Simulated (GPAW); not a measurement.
Two runs for the Si K edge of atom 1 in SiC (Moissanite, P6_3mc). Run A: GPAW, LDA, full core hole (charged cell), 16-atom cell with 5.9 Å between holes, 5×5×5 k points, dipole transitions, Gaussian full width 0.9 eV up to 4 eV, rising linearly to 3.5 eV at 25 eV. Run B differs in one choice.

Energy from the lowest empty level; intensity scaled to a mean of 1 over the first 20 eV:

```
E (eV)     A     B
  -2.0  0.00  0.00
  -1.4  0.00  0.00
  -0.8  0.00  0.00
  -0.2  0.07  0.08
   0.4  0.48  0.46
   1.0  1.12  1.04
   1.6  1.49  1.37
   2.2  1.37  1.31
   2.8  1.23  1.11
   3.4  1.64  1.50
   4.0  2.08  1.92
   4.6  1.77  1.95
   5.2  1.37  1.46
   5.8  1.13  1.23
   6.4  0.97  1.06
   7.0  0.94  0.98
   7.6  0.91  0.94
   8.2  0.88  0.89
   8.8  0.86  0.86
   9.4  0.80  0.86
  10.0  0.73  0.82
  10.6  0.66  0.76
  11.2  0.58  0.68
  11.8  0.51  0.58
  12.4  0.51  0.51
  13.0  0.54  0.51
  13.6  0.56  0.53
  14.2  0.58  0.53
  14.8  0.65  0.54
  15.4  0.78  0.59
  16.0  1.00  0.71
  16.6  1.23  0.92
  17.2  1.36  1.16
  17.8  1.35  1.35
  18.4  1.21  1.42
  19.0  1.00  1.35
  19.6  0.81  1.18
  20.2  0.67  0.98
  20.8  0.59  0.81
  21.4  0.55  0.70
  22.0  0.53  0.63
  22.6  0.52  0.60
  23.2  0.52  0.58
  23.8  0.52  0.57
  24.4  0.53  0.57
  25.0  0.55  0.57
  25.6  0.56  0.59
```

Question: What was changed?
a) the broadening
b) the plane-wave cutoff
c) the volume of the cell
d) the size of the supercell

(c): run B changes the volume scale from 1 to 0.94. Against the first run the r.m.s. difference is 15 %. The highest intensity below 16 eV goes from 4.1 eV (2.10) to 4.3 eV (2.06). Other settings could leave a like mark; this is the one that was changed.

[Banner, clock and machine lines of the logs are left out without a mark of their own.]

[Logs are printed without paths, hosts, clocks, repeated set-up lines and the standing remarks that a program may print on its own settings, such as how far it seeks lower states.]

[Hosts, paths, dates, database ids (printed as entryN), source tags and the programs' standing remarks are cut or masked in the printed files.]

[Lists of maxima count a maximum above −3 eV only where it reaches 4 % of the highest in the window and stands out from its surroundings by 2 % of it (1.5 % where it reaches 55 %); shoulders and weaker maxima are passed over, and of the rest the first, up to two pre-edge ones and the few strongest are named.]
